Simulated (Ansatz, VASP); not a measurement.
## One calculation of Ti, two programs

Contents of INCAR:

```
SYSTEM = Ti
ALGO = Normal
EDIFF = 1E-7
ENCUT = 520
GGA = PS
ISIF = 2
ISMEAR = -1
LASPH = .True.
LCHARG = .False.
LREAL = .False.
LWAVE = .False.
NBANDS = 12
NELM = 100
PREC = Accurate
SIGMA = 0.08
```

Contents of KPOINTS:

```
k-points
0
Gamma
  17 17 17
  0 0 0
```

Contents of POSCAR:

```
Ti
1.0
   -1.6410000000      1.6410000000      1.6081800000
    1.6410000000     -1.6410000000      1.6081800000
    1.6410000000      1.6410000000     -1.6081800000
Ti
1
Direct
    0.0000000000      0.0000000000      0.0000000000
```

Input for Ansatz:

```yaml
crystal:
  lattice:
    - [-1.641, 1.641, 1.60818]
    - [1.641, -1.641, 1.60818]
    - [1.641, 1.641, -1.60818]
  atoms:
    - { symbol: Ti, position: [0.0, 0.0, 0.0] }
kpoints:
  mp_grid: { grid: [17, 17, 17] }
  band_path:
    path:
      - [0.0, 0.0, 0.0]
      - [0.0, 0.0, 0.5]
      - [-0.5, 0.5, 0.5]
      - [0.0, 0.0, 0.0]
      - [0.4901, 0.4901, -0.4901]
      - [-0.4901, 0.5099, 0.4901]
      - [-0.5, 0.5, 0.5]
      - [0.0, 0.0, 0.5]
      - [0.25, 0.25, 0.25]
    npoints: 5
scf:
  occupations: { method: fermi_dirac, width: 0.08 }
hamiltonian:
  xc: pbesol
  pseudopotentials: { kind: all_electron, lapw: { basis_error: 0.001 } }
output:
  forces: true
  stress: true
  eigenvalues: true
```

Change from the starting cell: zz strain of -2 %.

Alike in both runs: task single point; functional PBEsol; k mesh 17 × 17 × 17; occupations fermi-dirac, width 0.08 eV; no spin polarisation.

|  | VASP | Ansatz |
| --- | --- | --- |
| version | VASP 6.6.1 | Ansatz 0.2.0 |
| potentials or method | VASP PAW PBE potentials, release 64 (Ti_sv) | all-electron LAPW, scalar-relativistic |
| plane-wave cutoff (eV) | 520 | see its input |

|  | VASP | Ansatz | Ansatz less VASP |
| --- | --- | --- | --- |
| pressure (GPa) | -4.8 | -4.6 | +0.20 |
| largest component of the traceless stress (GPa) | 0.34 | 0.34 | +0.001 |

Ansatz ran all-electron here, so the differences hold the error of VASP's frozen core and of both bases.

Caveats: the PAW data sets were made with another functional, which shifts forces and pressure a little (VASP).
